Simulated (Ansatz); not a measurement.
The system is Ge.

```
Ge
1.0
    -2.49590    2.65086    1.43695
     2.49590   -2.65086    1.43695
     2.49590    2.65086   -1.43695
Ge
2
Direct
  0.31406 0.06406 0.25000
  0.68594 0.93594 0.75000
```

This isn't the form of Ge at room conditions, which is diamond.

Base run:

```yaml
Program: Ansatz 0.2.0
Functional: LDA
Potentials_or_basis: Ansatz PAW
Cutoff: 420 eV
Density_cutoff: 1680 eV
k_mesh: 11 × 11 × 11
Occupations: fermi-dirac, width 0.05 eV
Spin: no spin polarisation
```

Its results: band gap on the k mesh none (metal or under the smearing width); pressure -4.2 GPa; largest force 0.069 eV/Å.

Question: The run is repeated on the same cell with these changes: functional from LDA to r2SCAN; cutoff from 420 eV to 500 eV; density cutoff from 1680 eV to 2000 eV. What comes out?

Answer: Band gap on the k mesh none (metal or under the smearing width); pressure -1.3 GPa; largest force 0.094 eV/Å.

Caveats: the PAW data sets come from PBE, with cores solved anew for the run's functional, which leaves a small shift of forces and pressure.

Not every run made on this cell is shown here.
